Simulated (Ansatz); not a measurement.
**HgTe: a sweep of the PAW cutoff**

An exercise on one series of results from a longer session: the logs are not shown, and one member is left open.

Program: Ansatz 0.2.0. Level of theory: DFT, PBE, PAW with Ansatz's default frozen-core files, scalar-relativistic. These are calculated values, not measurements.

## The starting structure

It takes space group Fm-3m (No. 225, cubic). The conventional cell has a = 5.843 Å, b = 5.843 Å, c = 5.843 Å, α = 90.00°, β = 90.00°, γ = 90.00°. Around Hg (site symmetry m-3m) lie 6 Te at 2.92 Å. Te (site symmetry m-3m) is surrounded by 6 Hg at 2.92 Å.

Structure file:

```
CELL_PARAMETERS angstrom
0.00000 2.92150 2.92150
2.92150 0.00000 2.92150
2.92150 2.92150 0.00000
ATOMIC_POSITIONS crystal
Hg 0.00000 0.00000 0.00000
Te 0.50000 0.50000 0.50000
```

The geometry is a database entry used as it stands. It may stem from high pressure or temperature, or be incomplete, so it serves as a test cell.

Atoms are numbered in the order of the input: Hg1, Te2.

Set-up of the first run:

File input.yaml:

```yaml
crystal:
  lattice:
    - [0.0, 2.9215, 2.9215]
    - [2.9215, 0.0, 2.9215]
    - [2.9215, 2.9215, 0.0]
  atoms:
    - { symbol: Hg, position: [0.0, 0.0, 0.0] }
    - { symbol: Te, position: [0.5, 0.5, 0.5] }
kpoints:
  mp_grid: { grid: [12, 12, 12] }
scf:
  occupations: { method: fermi_dirac, width: 0.08 }
hamiltonian:
  xc: pbe
  pseudopotentials: { kind: paw }
output:
  forces: true
  stress: true
  eigenvalues: true
  efg: { contact_densities: true }
basis:
  ecutwfc: 150
```

Command:

```
$ ansatz run input.yaml --threads 1 --pin off --max-ram 2048MiB --backend cpu --events-out ev --progress --plain --runs-dir out
```

Among the steps run: With PAW files, cutoff 150 eV; With PAW files, cutoff 250 eV; With PAW files, cutoff 350 eV; With PAW files, cutoff 500 eV; With PAW files, cutoff 600 eV.

One of the session's tables, all rows but one given; the rest of the session is left out.

```
cutoff (eV)  pressure (GPa)
        150           14.16
        250           11.48
        350               ?
        500           10.45
        600           10.44
```

Q: Estimate the row for cutoff (eV) = 350 from the others.

Worked estimate for «pressure (GPa)». A straight line through the neighbours (250, 11.48) and (500, 10.45) gives 11.48 + (10.45 − 11.48) × (350 − 250) / (500 − 250) = 11.07; a parabola fitted to 4 rows on both sides gives 10.58.

**Answer.** pressure (GPa): 10.46. In «pressure (GPa)» the line misses by +0.61 and the parabola by +0.12.

Energies are those extrapolated to zero smearing.

Limits of these values: Warnings in the runs' records: gradients without spin orbit, cutoff below recommended, efg cores unanswered.
